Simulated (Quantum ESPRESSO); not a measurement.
The system is Ge.

```
Ge
1.0
     3.99759    0.00000    0.00000
    -1.99879    3.46201    0.00000
     0.00000    0.00000    6.59938
Ge
4
Cartesian
  0.0000 2.3080 6.1843
  1.9988 1.1540 2.8846
  0.0000 2.3080 3.7148
  1.9988 1.1540 0.4151
```

This isn't the form of Ge at room conditions, which is diamond.

* Program: Quantum ESPRESSO 7.5
* Task: phonons
* Functional: LDA
* Potentials or basis: GBRV 1.5 LDA
* Cutoff: 612 eV
* Density cutoff: 4898 eV
* k mesh: 8 × 8 × 4, shifted
* Occupations: fermi-dirac, width 0.05 eV
* Spin: no spin polarisation
* Form of the LDA correlation: PZ81
* Mixing beta: 0.5
* Most SCF iterations: 120
* SCF threshold: 8e-10 Ry

The cell and the atoms were relaxed first, to 22.13 Å³/atom (a = 3.958 Å, b = 3.958 Å, c = 6.523 Å, α = 90.00°, β = 90.00°, γ = 120.00°), and the response was taken there.

```
CELL_PARAMETERS angstrom
3.95809 0.00000 0.00000
-1.97904 3.42781 0.00000
0.00000 0.00000 6.52310
ATOMIC_POSITIONS crystal
Ge 0.33333 0.66667 0.93725
Ge 0.66667 0.33333 0.43725
Ge 0.33333 0.66667 0.56275
Ge 0.66667 0.33333 0.06275
```

Q: Which optical modes does the crystal have at the zone centre, and which show in infrared and Raman spectra?

A: The optical modes are E2u + B1g + B2u + E2g + A1g + E1g. None is infrared active. Raman active: E2g + A1g + E1g.

Optical modes at Γ, degenerate ones joined:
| cm⁻¹ | components | symmetry | active in |
| --- | --- | --- | --- |
| 49 | 2 | E2u | silent |
| 214 | 1 | B1g | silent |
| 241 | 1 | B2u | silent |
| 270 | 2 | E2g | Raman |
| 292 | 1 | A1g | Raman |
| 293 | 2 | E1g | Raman |

Caveat: the mesh is thin for the phonons of a metal.
